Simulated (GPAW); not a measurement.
Input of a GPAW 26.7.0 run:

run.py

```python
from ase import Atoms
from ase.eos import EquationOfState
from ase.io import Trajectory
from ase.units import GPa
from gpaw import GPAW, PW, setup_paths

setup_paths.insert(0, '.')

atoms = Atoms(['Hg', 'Se'],
              cell=[[0.0, 3.039, 3.039],
                    [3.039, 0.0, 3.039],
                    [3.039, 3.039, 0.0]],
              scaled_positions=[[0.0, 0.0, 0.0],
                                [0.75, 0.75, 0.75]],
              pbc=True)

traj = Trajectory('eos.traj', 'w')
volumes, energies = [], []
for x in [0.94, 0.96, 0.98, 1.0, 1.02, 1.04, 1.06]:
    a = atoms.copy()
    a.set_cell(atoms.cell * x**(1 / 3), scale_atoms=True)
    calc = GPAW(mode=PW(600),
                xc='PBEsol',
                kpts={'size': (6, 6, 6), 'gamma': True},
                occupations={'name': 'fermi-dirac', 'width': 0.05},
                nbands=18,
                convergence={'density': 1e-05, 'energy': 1e-05},
                maxiter=150,
                txt=f'eos-{x:.2f}.txt')
    a.calc = calc
    energies.append(a.get_potential_energy(force_consistent=True))
    volumes.append(a.get_volume())
    p = -a.get_stress()[:3].mean() / GPa
    calc.write(f'eos-{x:.2f}.gpw')
    traj.write(a)
    print(f'{x:.2f} {volumes[-1]:10.4f} A^3 {energies[-1]:14.6f} eV {p:9.3f} GPa', flush=True)

v0, e0, B = EquationOfState(volumes, energies, eos='birchmurnaghan').fit()
print(f'V0 = {v0:.4f} A^3, E0 = {e0:.6f} eV, B0 = {B / GPa:.2f} GPa')
```

Potentials or basis: PAW data sets generated in the run's folder for this functional, pw.

Run with:

```bash
$ gpaw-setup -f PBEsol Hg Se
$ OMP_NUM_THREADS=1 python run.py
```

Question: What does it give for the bulk modulus?

Answer: 51 GPa.

Question: What does it give for the equilibrium volume?

Answer: 29.07 Å³/atom.

Question: Estimate the pressure derivative of the bulk modulus.

Answer: 5.0.

Energy against volume, from the lowest point:
```tsv
volume (Å³/atom)	energy (meV/atom)
26.383	48.24
26.944	28.92
27.505	15.03
28.067	5.90
28.628	1.05
29.189	0.00
29.751	2.34
```

Spin-orbit coupling is left out, which matters for the levels of Hg.

**What was measured.**

“The pseudo-binary mercury chalcogenide alloy HgSe0.7S0.3 at high pressure: a mechanism of the zinc blende/cinnabar reconstructive phase transition”, 2002, arxiv:cond-mat/0209548 quotes, for a bulk crystal of HgSe: bulk modulus 51.6 ± 0.2 GPa.

Against the measured bulk modulus of HgSe, 51.6 GPa (quoted in “The pseudo-binary mercury chalcogenide alloy HgSe0.7S0.3 at high pressure: a mechanism of the zinc blende/cinnabar reconstructive phase transition”, 2002, arxiv:cond-mat/0209548), the calculated 51 GPa is off by -0.7 %. The fit is for a static lattice scaled at fixed shape and fixed fractional positions.
